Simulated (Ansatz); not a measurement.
By PBEsol, the system below comes out a metal.

Data:

```
RuO2
1.0
    3.11134     0.00000     0.00000
    0.00000     6.33921     0.00000
    0.00000     3.16961     3.16961
Ru O
2 4
Direct
  0.50000   0.50000   0.00000
  0.00000   0.00000   0.00000
  0.50000   0.19456   0.00000
  0.50000   0.80544   0.00000
  0.00000   0.69456   0.61088
  0.00000   0.30544   0.38912
```

The cell is taken as given; by PBEsol it stands under a pressure of -4.0 GPa.

The current flows along the normal of the first two printed cell vectors, the (110) plane of the conventional cell. No spin-orbit coupling; the value is a mean over 0.1 eV about the Fermi level.

Give the ballistic conductance per area that PBEsol run with Ansatz (a quantum-chemistry and plane-wave program) yields.

0.59 × 10¹⁵ S/m² for both spins.
